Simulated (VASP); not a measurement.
Crystal: BaS.

```
Ba S
1.0
     0.00000    3.22568    3.22568
     3.22568    0.00000    3.22568
     3.22568    3.22568    0.00000
Ba S
1 1
Direct
  0.00000 0.00000 0.00000
  0.50000 0.50000 0.50000
```

The cell is a database's computed one.

| Quantity | Value |
| --- | --- |
| Program | VASP 6.6.1 |
| Task | relaxation of cell and atoms |
| Functional | PBEsol |
| Potentials or basis | VASP PAW PBE potentials, release 64 (Ba_sv, S) |
| Cutoff | 580 eV |
| k mesh | 8 × 8 × 8 |
| Occupations | gaussian, width 0.02 eV |
| Spin | no spin polarisation |

At the start: pressure -1.7 GPa; volume 33.56 Å³/atom.

Where does the relaxation end?

Over 3 steps the energy falls by 7.7 meV/atom and the volume is 32.20 Å³/atom (-4.1 %); space group Fm-3m (No. 225, to 0.05 Å).

The path:
| step | energy change (eV) | largest force (eV/Å) | pressure (GPa) | volume (Å³) |
| --- | --- | --- | --- | --- |
| 1 | 0.0000 | 0.0000 | -1.74 | 67.13 |
| 2 | -0.0141 | 0.0000 | 0.55 | 63.65 |
| 3 | -0.0154 | 0.0000 | 0.00 | 64.40 |

Final structure:
```
Ba S
1.0
     0.00000    3.18134    3.18134
     3.18134    0.00000    3.18134
     3.18134    3.18134    0.00000
Ba S
1 1
Direct
  0.00000 0.00000 0.00000
  0.50000 0.50000 0.50000
```

Caveat: the PAW data sets were made with another functional, which shifts forces and pressure a little.
